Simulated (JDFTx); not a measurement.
Crystal: Au.

```xyz
1
Lattice="-1.6573 1.6573 1.6573 1.6573 -1.6573 1.6573 1.6573 1.6573 -1.6573" Properties=species:S:1:pos:R:3 pbc="T T T"
Au    0.0000    0.0000    0.0000
```

This isn't the form of Au at room conditions, which is fcc.

```yaml
Program: JDFTx 1.7.0 (patched build)
Task: relaxation of cell and atoms
Functional: r2SCAN
Potentials_or_basis: SG15-PBE-1.2 with smoothed tails
Cutoff: 1088 eV
Density_cutoff: 4354 eV
k_mesh: 6 × 6 × 6
Occupations: fermi-dirac, width 0.05 eV
Spin: no spin polarisation
```

At the start: pressure -5.5 GPa; volume 18.21 Å³/atom.

**Question.** How do energy, volume and symmetry change on relaxing?

**Answer.** Over 5 steps the energy falls by 12.3 meV/atom and the volume is 17.52 Å³/atom (-3.8 %); space group Im-3m (No. 229, to 0.05 Å).

Step by step:
```tsv
step	energy change (eV)	largest force (eV/Å)	pressure (GPa)	volume (Å³)
1	0.0000	0.0000	-5.46	18.21
2	-0.0046	0.0000	-4.39	18.06
3	-0.0123	0.0000	0.19	17.50
4	-0.0123	0.0000	0.00	17.52
5	-0.0123	0.0000	0.00	17.52
```

Final structure:
```
Au
1.0
    -1.63608    1.63608    1.63608
     1.63608   -1.63608    1.63608
     1.63608    1.63608   -1.63608
Au
1
Cartesian
  0.0000 0.0000 0.0000
```

Caveat: the k mesh is coarse (spacing up to 0.45 Å⁻¹), so the values aren't converged; meta-GGA forces are noisy on this grid; the potentials were made for another functional, which shifts forces and pressure.
